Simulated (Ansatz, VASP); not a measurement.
# One calculation of SiC2, two programs

Contents of INCAR:

```
  PREC = Accurate
  ENCUT = 600
  EDIFF = 1E-6
  ISMEAR = 0
  SIGMA = 0.1
  LREAL = F
  LASPH = T
  NELM = 100
  ALGO = Normal
  ISIF = 3
  LWAVE = F
  LCHARG = F
  GGA = PE
  IBRION = 2
  NSW = 100
  EDIFFG = -0.01
```

KPOINTS

```
regular mesh
0
Gamma
  24 24 6
```

POSCAR

```
SiC2
1.0
    2.4707324609      0.0000000000      0.0000000000
   -1.2353662305      2.1397170771      0.0000000000
    0.0000000000      0.0000000000      9.0210317085
Si C
1 2
Direct
    0.0000000000      0.0000000000      0.0000000000
    0.3333333333      0.6666666667      0.5000000000
    0.6666666667      0.3333333333      0.5000000000
```

Input for Ansatz:

```yaml
crystal:
  lattice:
    - [2.4707324609, 0.0, 0.0]
    - [-1.2353662305, 2.1397170771, 0.0]
    - [0.0, 0.0, 9.0210317085]
  atoms:
    - { symbol: Si, position: [0.0, 0.0, 0.0] }
    - { symbol: C, position: [0.3333333333, 0.6666666667, 0.5] }
    - { symbol: C, position: [0.6666666667, 0.3333333333, 0.5] }
basis:
  ecutwfc: 420
kpoints:
  mp_grid: { grid: [24, 24, 6] }
hamiltonian:
  xc: pbe
scf:
  occupations: { method: gaussian, width: 0.1 }
output:
  forces: true
  stress: true
  eigenvalues: true
relax:
  adjacent_minimum: "off"
  f_tol: 0.01
  max_steps: 80
  cell: { stress_tol: 0.05 }
```

Alike in both runs: task relaxation of cell and atoms; functional PBE; k mesh 24 × 24 × 6; occupations gaussian, width 0.1 eV; no spin polarisation.

```csv
,VASP,Ansatz
version,VASP 6.6.1,Ansatz 0.2.0
potentials or method,"VASP PAW PBE potentials, release 64 (Si, C)","scalar-relativistic, plane waves, PAW"
plane-wave cutoff (eV),600,420
valence electrons in the cell,12,12
```

|  | VASP | Ansatz | Ansatz less VASP |
| --- | --- | --- | --- |
| gap on the k mesh at the Fermi level, each at its own relaxed structure (eV) | none | none | - |
| relaxed volume (Å³/atom) | 15.90 | 15.90 | 0.000 |
| relaxed cell length with the largest relative difference (Å) | 2.471 | 2.471 | 0.0000 |

A gap of «none» marks a metal or a gap that the smearing closes.

Caveats: the relaxation stopped at its first step, so nothing moved; this functional lacks dispersion, which binds the layers, so the pressure and a relaxed spacing across them are unreliable.
